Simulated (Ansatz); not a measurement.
# Hf: response to strain

Hf is deformed so: z strained by -4 % at fixed volume. What stress and forces result, by LAPW, PAW and all-electron datasets made for the crystal?

Computed with Ansatz 0.2.0 (DFT PBE, scalar-relativistic, unless a step's input says otherwise).

1 further run of the same task is left out (set aside as unsound or not needed).

**1. Starting point**

The structure is cubic, space group Im-3m (No. 229). Conventional cell: a = 3.547 Å, b = 3.547 Å, c = 3.547 Å, α = 90.00°, β = 90.00°, γ = 90.00°. Hf (site symmetry m-3m) has 8 Hf at 3.07 Å as nearest neighbours.

Structure file:

```cif
data_structure
_symmetry_space_group_name_H-M 'P 1'
_symmetry_Int_Tables_number 1
_cell_length_a 3.0720
_cell_length_b 3.0720
_cell_length_c 3.0720
_cell_angle_alpha 109.471
_cell_angle_beta 109.471
_cell_angle_gamma 109.471
_cell_volume 22.32
loop_
_atom_site_label
_atom_site_type_symbol
_atom_site_fract_x
_atom_site_fract_y
_atom_site_fract_z
_atom_site_occupancy
Hf1 Hf 0.00000 0.00000 0.00000 1
```

**2. The deformed structure**

Space group Im-3m before, I4/mmm after.

**3. Full-potential LAPW**

Contents of input.yaml:

```yaml
crystal:
  lattice:
    - [-1.8101717303, 1.8101717303, 1.702654881]
    - [1.8101717303, -1.8101717303, 1.702654881]
    - [1.8101717303, 1.8101717303, -1.702654881]
  atoms:
    - { symbol: Hf, position: [0.0, 0.0, 0.0] }
kpoints:
  mp_grid: { grid: [16, 16, 16] }
scf:
  occupations: { method: fermi_dirac, width: 0.08 }
hamiltonian:
  xc: pbe
  pseudopotentials: { kind: all_electron, lapw: { basis_error: 0.0005 } }
output:
  forces: true
  stress: true
  eigenvalues: true
```

**4. PAW on the default files**

Edit input.yaml of step 3 so:

```diff
@@ -13,3 +13,3 @@
   xc: pbe
-  pseudopotentials: { kind: all_electron, lapw: { basis_error: 0.0005 } }
+  pseudopotentials: { kind: paw }
 output:
@@ -18 +18,2 @@
   eigenvalues: true
+  efg: { contact_densities: true }
```

**5. Datasets made for this crystal**

Edit input.yaml of step 4 so:

```diff
@@ -13,3 +13,3 @@
   xc: pbe
-  pseudopotentials: { kind: paw }
+  pseudopotentials: { kind: all_electron, datasets: crystal }
 output:
```

(Steps that only read results are left out.)

Before running it: what results should come out? Wanted: pressure; largest shear or deviatoric stress.

The runs gave:

```
                                 quantity                                           value
                                 pressure  LAPW 0.18, PAW 0.16, crystal datasets 0.18 GPa
largest shear or deviatoric stress (LAPW)                                        2.07 GPa
```

The largest part of the stress beyond the pressure is 2.07 GPa in size, in the zz component. No run of the undeformed cell stands beside it, so the pressure holds what the given cell had before the change. PAW: stress within 0.02 GPa of LAPW. Crystal datasets: stress within 0.01 GPa of LAPW. Spin-orbit coupling is left out, though the cell holds Hf; in elements this heavy it can shift bands and gaps by tenths of an eV.
